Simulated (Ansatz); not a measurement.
# WS2: stress in a strained cell

Aim: deform WS2 (equal xx and yy strain of -3 %) and compute stress, forces and field gradients with LAPW, PAW and all-electron datasets made for the crystal.

Method: DFT LDA, scalar-relativistic, in Ansatz 0.2.0.

### 1 Starting point

The structure is trigonal, space group R3m (No. 160). Conventional cell: a = 3.158 Å, b = 3.158 Å, c = 18.490 Å, α = 90.00°, β = 90.00°, γ = 120.00°. Around W (site symmetry 3m) lie 6 S at 2.39 to 2.42 Å. Around S (site symmetry 3m) lie 3 W at 2.39 Å. Around S (site symmetry 3m) lie 3 W at 2.42 Å.

Structure file:

```xyz
3
Lattice="1.5790 0.9116 6.1633 -1.5790 0.9116 6.1633 0.0000 -1.8233 6.1633" Properties=species:S:1:pos:R:3 pbc="T T T"
W     0.0000    0.0000    0.0000
S     0.0000    0.0000   13.8730
S     0.0000    0.0000   10.7427
```

Atoms are numbered in the order of the input: W1, S2, S3.

### 2 The deformed structure

Space group R3m before, R3m after.

### 3 LAPW, all electrons

Contents of input.yaml:

```yaml
crystal:
  lattice:
    - [1.5316303728, 0.884287208, 6.16333]
    - [-1.5316303728, 0.884287208, 6.16333]
    - [0.0, -1.768574416, 6.16333]
  atoms:
    - { symbol: W, position: [0.0, 0.0, 0.0] }
    - { symbol: S, position: [0.7503, 0.7503, 0.7503] }
    - { symbol: S, position: [0.581, 0.581, 0.581] }
kpoints:
  mp_grid: { grid: [13, 13, 13] }
  band_path:
    path:
      - [0.0, 0.0, 0.0]
      - [0.5, 0.5, 0.5]
      - [0.8196098429, 0.1803901571, 0.5]
      - [0.5, -0.1803901571, 0.1803901571]
      - [0.5, 0.0, 0.0]
      - [0.0, 0.0, 0.0]
      - [0.3401950785, -0.3401950785, 0.0]
      - [0.6598049215, 0.0, 0.3401950785]
      - [0.5, 0.0, 0.5]
    npoints: 5
scf:
  occupations: { method: fermi_dirac, width: 0.08 }
hamiltonian:
  xc: lda
  pseudopotentials: { kind: all_electron, lapw: { basis_error: 0.0005 } }
output:
  forces: true
  stress: true
  eigenvalues: true
```

The run is started by

```sh
$ ansatz run input.yaml --threads 1 --pin off --max-ram 6144MiB --backend cpu --events-out ev --progress --plain --runs-dir out
```

Standard output, shortened:

```text
LAPW: plane waves up to 9.317 Å⁻¹, error target 5.0e-4 eV per atom; small_component_spin mean_spin; S in spheres of 1.014 Å, 14 of its electrons in bands, Dirac shells []; W in spheres of 1.335 Å, 44 of its electrons in bands, Dirac shells []
[...]
Pseudopotentials: kind: all_electron
Pseudopotential: W, LAPW, valence charge 44, Koelling and Harmon's equation, gaussian nucleus
Pseudopotential: S, LAPW, valence charge 14, Koelling and Harmon's equation, gaussian nucleus
Functional definition: SPW92
[...]
Crystal: 3 atoms, lattice volume = 50.086 Å³
Basis set: ecut = 330.7652604056813 eV, 697 PW (Γ), FFT grids on a1−a3, a2−a3, a3, exchange–correlation at level 2
Bands: 44, of which v1, the nominal top of the filled ones, is band 36 counted from 1 (35 counted from 0)
Symmetry: 6 space group operations
Space group: R3m (ITA 160), of the structure as read, at distance tolerance 3.7e-5 Å
k-points: 231 of 2197 (time reversal used)
[...]
SCF iter   1: F=—  HF=-460611.045282 eV  |F-HF|=—  |Δ(HF+E_count)|=         —  Δρ=3.92e-2  dr2=1.09e0  ethr=1.51e-3  ⟨swp⟩=2.0  Hψ=65570  notcnv=0
[...]
the basis was enlarged: its passes take 304.1 KiB over the memory plan, 1 of 1 planned eigensolver slots
[...]
SCF iter  10: F=-460610.584317 eV  HF=-460610.584317 eV  |F-HF|=2.33e-10  |Δ(HF+E_count)|=   3.75e-8  Δρ=4.15e-6  dr2=1.27e-8  ethr=2.59e-10  ⟨swp⟩=2.0  Hψ=28431  notcnv=0
[...]
NSCF: frozen V_eff on 41 k-points
SCF converged after 10 iterations
Free energy (F): -460610.584317 eV
[...]
E sigma→0 (E₀):  -460610.584304 eV
Entropy (-TS):   -0.000025 eV (-0.008 meV/atom)
Fermi energy:    15.546605 eV
[...]
--- Forces (eV/Å), atoms counted from 1 ---
  atom   1  W      0.00000000    -0.00000000    -0.67410048
  atom   2  S     -0.00000000     0.00000000     0.79733189
  atom   3  S      0.00000000    -0.00000000    -0.12323942
[...]
--- Stress (GPa, compression-positive) ---
        8.837773       0.000000      -0.000000
        0.000000       8.837773      -0.000000
       -0.000000      -0.000000       4.232921
  P = ⅓ Tr σ = 7.3028 GPa (73.028 kbar)
--- Band table (eV; the first three rows and the last of 231) ---
[...]
```

Wall time 4.5 min (1 thread of Arm Neoverse V2, shared host); peak memory 1.2 GiB.

This run gives: pressure 7.30 GPa; gap 1.06 eV, indirect from T to Γ–S0; largest force 0.797 eV/Å.

### 4 PAW on the default files

Contents of input.yaml:

```yaml
crystal:
  lattice:
    - [1.5316303728, 0.884287208, 6.16333]
    - [-1.5316303728, 0.884287208, 6.16333]
    - [0.0, -1.768574416, 6.16333]
  atoms:
    - { symbol: W, position: [0.0, 0.0, 0.0] }
    - { symbol: S, position: [0.7503, 0.7503, 0.7503] }
    - { symbol: S, position: [0.581, 0.581, 0.581] }
kpoints:
  mp_grid: { grid: [13, 13, 13] }
scf:
  occupations: { method: fermi_dirac, width: 0.08 }
hamiltonian:
  xc: lda
  pseudopotentials: { kind: paw }
output:
  forces: true
  stress: true
  eigenvalues: true
  efg: { contact_densities: true }
```

The run is started by

```sh
$ ansatz run input.yaml --threads 1 --pin off --max-ram 6144MiB --backend cpu --events-out ev --progress --plain --runs-dir out
```

Standard output:

```text
basis.fft_grid_basis auto: the FFT boxes are laid along the combinations [[1, 0, -1], [0, 1, -1], [0, 0, 1]] of the cell's own vectors, 3.063, 3.063 and 6.412 Å long. The dense box has 24×24×45 points. Along the cell's own vectors, as sized, it would have 45×45×45, 3.52 times as many. Of the 6 symmetry operations that the crystal satisfies within crystal.symmetry.tolerance (time reversal apart; of a slab, those that keep its plane) the dense box along the cell's own vectors carries 6, and the one as laid loses 4 of those. basis.fft_grid_basis: typed keeps the cell's own vectors: state it where this run's energies or levels are differenced outside the engine with another run's, or held beside a run that keeps those vectors.
W: output.efg is read without spin–orbit coupling, which moves field gradients at and beside such atoms by some per cent and up to a factor of two; PAW files take it under magnetization.noncollinear and magnetization.spin_orbit
Engine: ansatz 0.2.0
Pseudopotentials: kind: paw
Pseudopotential: W, paw, valence charge 14, recommended cutoff 420 eV (normal)
Pseudopotential: S, paw, valence charge 6, recommended cutoff 420 eV (normal)
Functional definition: SPW92
  exchange = slater_x
  correlation = pw_c
Crystal: 3 atoms, lattice volume = 50.086 Å³
Basis set: ecut = 420 eV, 969 PW (Γ), FFT grids on a1−a3, a2−a3, a3
Bands: 17, of which v1, the nominal top of the filled ones, is band 13 counted from 1 (12 counted from 0)
Symmetry: 6 space group operations
Space group: R3m (ITA 160), of the structure as read, at distance tolerance 3.7e-5 Å
k-points: 231 of 2197 (time reversal used)
Non-local potential: W, projectors of the file, l = 0: 3, l = 1: 2, l = 2: 2, l = 3: 1
Non-local potential: S, projectors of the file, l = 0: 2, l = 1: 2, l = 2: 2
PAW form: soft (Blöchl's): semilocal exchange-correlation on the pseudo side does not see the compensation charge
PAW frozen core: W, regenerated for the run's functional, and the local potential with it (the file was generated under x = pbe(κ = 0.804, μ = 0.2195149727645171), c = pbe(β = 0.06672455060314922))
PAW frozen core: S, regenerated for the run's functional, and the local potential with it (the file was generated under x = pbe(κ = 0.804, μ = 0.2195149727645171), c = pbe(β = 0.06672455060314922))
PAW one-centre angular grid: W, 590 points (default); XC on 64 Gauss nodes
PAW one-centre angular grid: S, 110 points (default); XC on 64 Gauss nodes
Initial density: superposition of atomic densities (neutral atoms: chi_scale 0, normalization atom), corrected by the library's trained network
Initial wavefunctions: pseudopotential atomic-orbital guess
Functional: x = slater, c = lda
SCF iter   1: F=—  HF=-11871.637727 eV  |F-HF|=—  |Δ(HF+E_count)|=         —  Δρ=1.05e-2  dr2=8.49e-2  ethr=1.77e-3  ⟨swp⟩=5.8  Hψ=22406  notcnv=0
preconditioner: auto → none  [insulator: Δε(μ)=1.069 eV  Ē_g=9.118 eV  σ=0.080 eV  W_gap=1.00  n_scr=10 (ndim 8)  ℏωp=22.3 eV  f_vac=0.012  D(μ)=0.00/eV (n_scr^D=0)  ε∞_Penn≈7.0]
SCF iter   2: F=—  HF=-11871.661430 eV  |F-HF|=—  |Δ(HF+E_count)|=   2.37e-2  Δρ=1.17e-2  dr2=2.39e-1  ethr=3.27e-4  ⟨swp⟩=3.6  Hψ=9462  notcnv=0  recentre
SCF iter   3: F=—  HF=-11871.624191 eV  |F-HF|=—  |Δ(HF+E_count)|=   3.72e-2  Δρ=4.81e-3  dr2=9.75e-3  ethr=3.27e-4  ⟨swp⟩=2.8  Hψ=6784  notcnv=0
SCF iter   4: F=—  HF=-11871.623040 eV  |F-HF|=—  |Δ(HF+E_count)|=   1.15e-3  Δρ=1.20e-3  dr2=2.75e-4  ethr=3.75e-5  ⟨swp⟩=2.1  Hψ=5442  notcnv=0
SCF iter   5: F=—  HF=-11871.623066 eV  |F-HF|=—  |Δ(HF+E_count)|=   2.60e-5  Δρ=1.85e-4  dr2=3.15e-5  ethr=1.06e-6  ⟨swp⟩=2.2  Hψ=5816  notcnv=0
SCF iter   6: F=—  HF=-11871.623061 eV  |F-HF|=—  |Δ(HF+E_count)|=   4.90e-6  Δρ=1.18e-4  dr2=3.60e-6  ethr=1.21e-7  ⟨swp⟩=2.0  Hψ=5235  notcnv=0
SCF iter   7: F=—  HF=-11871.623061 eV  |F-HF|=—  |Δ(HF+E_count)|=   9.76e-8  Δρ=2.86e-5  dr2=1.55e-7  ethr=1.39e-8  ⟨swp⟩=2.3  Hψ=5877  notcnv=0
SCF iter   8: F=-11871.623061 eV  HF=-11871.623061 eV  |F-HF|=1.23e-8  |Δ(HF+E_count)|=   2.42e-8  Δρ=9.59e-6  dr2=2.64e-8  ethr=3.85e-10  ⟨swp⟩=5.6  Hψ=16017  notcnv=0
SCF 1 converged in 8 iterations: F = -11871.623061 eV  dr2 = 2.64e-8
SCF converged after 8 iterations
Free energy (F): -11871.623061 eV
Harris-Foulkes:  -11871.623061 eV  (|F-HF|=1.23e-8)
Internal energy: -11871.623035 eV  (E = F + TS)
E sigma→0 (E₀):  -11871.623048 eV
Entropy (-TS):   -0.000026 eV (-0.009 meV/atom)
Fermi energy:    12.796061 eV
--- Per-component energies (eV) ---
  E_band       = -168.875741
  E_kinetic    = 674.111243
  E_local      = -1769.817579  (includes V_loc(G=0)·N_el)
  E_nonlocal   = 65.537550
  E_hartree    = 711.172581
  E_xc         = -461.288753
  E_vxc        = -419.188669  (∫ρ·V_xc dr)
  E_paw        = -9447.739123  (= ΣΔE_a)
  E_vpaw       = -141.861202  (= ΣTr[D̂ρ^β])
  E_aug_tail   = -0.000063  (compensation charges beyond the density's cutoff)
  E_ewald      = -1644.188439
  E_core_change = 0.589548  (= ΣΔE_core)
  E_smearing   = -0.000026  (= −TS)
  E_closure    = -0.000000  (closes the sum)
  Σ components = -11871.623061   (vs F -11871.623061, Δ=0.00e0)
--- Forces (eV/Å), atoms counted from 1 ---
  atom   1  W      0.00000000    -0.00000000    -0.67488356
  atom   2  S     -0.00000000     0.00000000     0.80023542
  atom   3  S      0.00000000    -0.00000000    -0.12535558
  max |Σ_I F_I| component: 3.72e-6 eV/Å
--- Stress (GPa, compression-positive) ---
        8.815675       0.000000      -0.000000
        0.000000       8.815675      -0.000000
       -0.000000      -0.000000       4.249964
  P = ⅓ Tr σ = 7.2938 GPa (72.938 kbar)
--- PAW observables at the nuclei: V_zz in 10²¹ V/m², potentials from the cell's mean, atoms counted from 1 ---
  atom   1  W  V_zz =   -16.452049   η = 0.0000   by run symmetry: allowed
            electrostatic potential = -14807.810422 V   contact ρ = 8788655.630921 e/Å³
  atom   2  S  V_zz =    -4.794427   η = 0.0000   by run symmetry: allowed
            electrostatic potential = -1640.071746 V   contact ρ = 19606.565789 e/Å³
  atom   3  S  V_zz =    -3.962442   η = 0.0000   by run symmetry: allowed
            electrostatic potential = -1640.035096 V   contact ρ = 19607.159842 e/Å³
--- Band table (eV; the first three rows and the last of 231) ---
  k-point 0: bands = ["-61.9131", "-26.3095", "-26.0036", "-26.0036", "-3.5511", "-1.4224", "4.4114", "8.9466", "8.9466", "10.3241", "10.3241", "10.6749", "10.9163", "14.9298", "14.9298", "15.2838", "15.2838"]
  k-point 1: bands = ["-61.9115", "-26.3039", "-26.0337", "-26.0104", "-3.4349", "-1.3885", "4.5520", "8.6661", "9.0625", "9.7513", "10.1421", "10.7975", "11.1422", "14.7716", "14.9870", "15.0553", "15.2601"]
  k-point 2: bands = ["-61.9068", "-26.2885", "-26.1163", "-26.0294", "-3.1002", "-1.2906", "4.9390", "8.0015", "8.9275", "9.3746", "9.7235", "10.7960", "11.1561", "14.1153", "14.9082", "15.0250", "15.6426"]
  k-point 230: bands = ["-61.9115", "-26.3040", "-26.0337", "-26.0104", "-3.2055", "-1.8296", "5.5992", "8.1488", "8.6545", "9.0484", "10.1718", "10.3275", "12.1933", "14.8985", "14.9932", "15.0120", "15.2810"]
```

Wall time 17 s (1 thread of Arm Neoverse V2, shared host); peak memory 0.52 GiB.

Read from it: pressure 7.29 GPa; gap on the k mesh 1.06 eV (an odd mesh misses the zone boundary); largest force 0.800 eV/Å; Vzz W1 -16.45 (η = 0.00), S2 -4.79 (η = 0.00), S3 -3.96 (η = 0.00) (10²¹ V/m²).

[end of part 1 of 2]
